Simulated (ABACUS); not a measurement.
CdS in ABACUS: the effect of functional

The system is CdS.

```
Cd S
1.0
     4.28939    0.00000    0.00000
    -2.14470    3.71472    0.00000
     0.00000    0.00000    5.84261
Cd S
1 1
Direct
  0.00000 0.00000 0.44269
  0.66667 0.33333 0.43431
```

Measurements of this composition are mostly on another form, of space group No. 186.

The cell isn't the ideal one: volume scaled by 1.02.

Alike in all runs:

- Program: ABACUS 3.10.1
- Task: equation of state
- Potentials or basis: SG15 ONCV 1.2 PBE
- Cutoff: 1401 eV
- Density cutoff: 5606 eV
- Basis: DZP LCAO (the cutoffs set its grid)
- k mesh: 5 × 5 × 4
- Occupations: fermi-dirac, width 0.05 eV
- Spin: no spin polarisation

Q: One run gave: gap on the mesh 1.38 eV; pressure -2.8 GPa; largest force 0.02 eV/Å. Which functional did it use?
A. r2SCAN
B. LDA
C. PBEsol

A: B.

```csv
functional,gap on the mesh (eV),pressure (GPa),largest force (eV/Å)
LDA,1.38,-2.8,0.02
PBEsol,1.58,-1.6,0.01
r2SCAN,2.03,-1.1,0.01
```

Caveats: the atomic orbitals were generated for these runs and aren't a published set; the potentials were made for another functional, which shifts forces and pressure; an odd mesh through Γ misses points on the zone boundary, where band edges often lie; the basis of atomic orbitals isn't converged, which shifts pressures, moduli and gaps.
